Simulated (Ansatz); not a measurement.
Working through a comparison of enthalpies under pressure of two structures of Bi

Computed with Ansatz's Python interface.

Notebook, run cell by cell (the value of a cell's last expression is shown):

In [1]:
```python
import warnings

import ansatz as az
import numpy as np
```

In [2]:
```python
def hcp(A, a):
    return (
        az.Lattice.from_parameters(a, a, 1.633 * a, alpha=90, beta=90, gamma=120)
        .space_group(194)
        .atom(A, (1 / 3, 2 / 3, 0.25))
    )


def diamond(A, a):
    return az.Crystal.diamond(A, a=a)


def run_phase(name, crystal, pressure=0.0):
    calc = (
        crystal.calculation()
        .functional("pbe")
        .scf(max_iterations=200, extra_bands=12)
        .basis(460)
        .kpoints(spacing=0.3)
        .occupations("fermi_dirac", width=0.1)
    )
    calc = calc.relax(force_tolerance=0.01, cell=True, pressure=pressure)
    return calc.run(threads=1, backend="cpu")


def volume_per_atom(outcome):
    return abs(np.linalg.det(outcome.lattice.cell_ang)) / len(outcome.lattice.sites)
```

In [3]:
```python
warnings.simplefilter("ignore", az.DeckWarning)
```

In [4]:
```python
phases = {}
phases["hcp"] = hcp("Bi", 3.67)
phases["diamond"] = diamond("Bi", 7.14)
```

In [5]:
```python
# enthalpy per atom at each pressure
pressures = [0, 5, 10, 20]
enthalpy, volume = {name: [] for name in phases}, {name: [] for name in phases}
for p in pressures:
    for name, crystal in phases.items():
        o = run_phase(name, crystal, pressure=p)
        volume[name].append(volume_per_atom(o))
        enthalpy[name].append(o.report["energy_sigma0_ev"] / len(o.lattice.sites) + p * volume[name][-1] / 160.21766)
gap = np.array(enthalpy["diamond"]) - np.array(enthalpy["hcp"])
rows = [(p, va, vb, 1000 * d) for p, va, vb, d in zip(pressures, volume["hcp"], volume["diamond"], gap)]
print("   P (GPa)  V hcp (A^3/atom)  V diamond (A^3/atom)  H(diamond) - H(hcp) (meV/atom)")
for row in rows:
    print(f"{row[0]:10d}  {row[1]:16.3f}  {row[2]:20.3f}  {row[3]:+30.1f}")
crossings = [p0 - g0 * (p1 - p0) / (g1 - g0) for p0, p1, g0, g1 in zip(pressures, pressures[1:], gap, gap[1:]) if g0 * g1 < 0]
print("crossing near", [round(float(p), 1) for p in crossings], "GPa") if crossings else print("no crossing in this range")
```
```text
   P (GPa)  V hcp (A^3/atom)  V diamond (A^3/atom)  H(diamond) - H(hcp) (meV/atom)
         0            31.796                48.430                           +55.1
         5            29.307                42.590                          +516.4
        10            27.600                39.094                          +902.7
        20            25.279                34.769                         +1553.6
no crossing in this range
```

Caveats:
- These settings explore the input space; cutoff and mesh may be short of convergence.
- At a fixed pressure a relaxation lowers the enthalpy F + PV, while F alone can rise.
- For the metals among these phases the mesh is modest: differences between phases can be off by up to 40 meV an atom.
- Spin-orbit coupling, which matters for elements this heavy, is left out.
- Only these two structures are compared, at zero temperature and with their symmetry kept; either may be hypothetical, and another phase may be lower than both. Differences under about 40 meV an atom lie within the error of mesh and functional.
- The cells are prototypes set up for this calculation and needn't exist.
- Timing: 81 s on 1 thread of Arm Neoverse V1, on a shared host, peak memory 0.46 GiB.
